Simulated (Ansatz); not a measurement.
# Silicon, simple cubic under revPBE: from relaxation to bulk modulus

What does revPBE give for silicon in the simple cubic structure? We relax it, solve it on a dense k-mesh, then scale the cell to 7 volumes from 88 to 112 % of the relaxed one and try a fit of the equation of state. Spin polarisation is left out. The k-meshes are 12×12×12 for the relaxation; 20×20×20 for the dense run; 14×14×14 for the volumes.

This is Si in the simple cubic structure; at room conditions it is diamond.

Program: Ansatz 0.2.0. Level of theory: DFT revPBE, plane waves (420 eV) with PAW, scalar-relativistic; PBE-made PAW files. These are calculated values, not measurements.

## Step 1: The system as given

It takes space group Pm-3m (No. 221, cubic). The conventional cell has a = 2.531 Å, b = 2.531 Å, c = 2.531 Å, α = 90.00°, β = 90.00°, γ = 90.00°. Si (site symmetry m-3m) is surrounded by 6 Si at 2.53 Å.

Coordinates:

```
Si
1.0
     2.53117    0.00000    0.00000
     0.00000    2.53117    0.00000
     0.00000    0.00000    2.53117
Si
1
Direct
  0.00000 0.00000 0.00000
```

## Step 2: Relaxing cell and atoms

input.yaml reads:

```yaml
crystal:
  lattice:
    - [2.5311671355, 0.0, 0.0]
    - [0.0, 2.5311671355, 0.0]
    - [0.0, 0.0, 2.5311671355]
  atoms:
    - { symbol: Si, position: [0.0, 0.0, 0.0] }
hamiltonian:
  xc: revpbe
  pseudopotentials:
    kind: paw
    azcp:
      Si: "pseudopotentials/Si.paw.azcp"
basis:
  ecutwfc: 420
  fft_grid_basis: typed
kpoints:
  mp_grid: { grid: [12, 12, 12], shift: [0, 0, 0] }
magnetization:
  spin_polarized: false
scf:
  occupations: { method: fermi_dirac, width: 0.1 }
relax:
  max_steps: 60
  f_tol: 0.01
  cell: {}
```

Further steps of the session: The energy on a finer k-mesh; Volume × 0.88; Volume × 0.92; Volume × 0.96; Volume × 1.0; Volume × 1.04; Volume × 1.08; Volume × 1.12.

**Question.** What will these runs give? Wanted: space group; conventional cell; volume; shortest distance; gap on the mesh; relative to diamond; highest ELF outside the cores; V₀, B₀, B₀′.

The runs gave:

```
                      quantity                               value
space group (spins left aside)                     Pm-3m (No. 221)
             conventional cell                         a = 2.539 Å
                        volume                      16.364 Å³/atom
             shortest distance                             2.539 Å
               gap on the mesh        none (levels filled in part)
           relative to diamond                       +371 meV/atom
 highest ELF outside the cores  0.83, 0.98 Å from the nearest atom
                   V₀, B₀, B₀′         16.416 Å³/atom, 99 GPa, 4.5
```

In words: From the guessed start the volume grew by 0.9 % in 4 steps. It lies 371 meV/atom above the element's reference form at the same level (diamond, from a run of its own). Levels at the Fermi energy are filled in part, as in a metal. The fitted modulus is 99 GPa. The symmetry was held, so the structure may be unstable against distortions that break it.
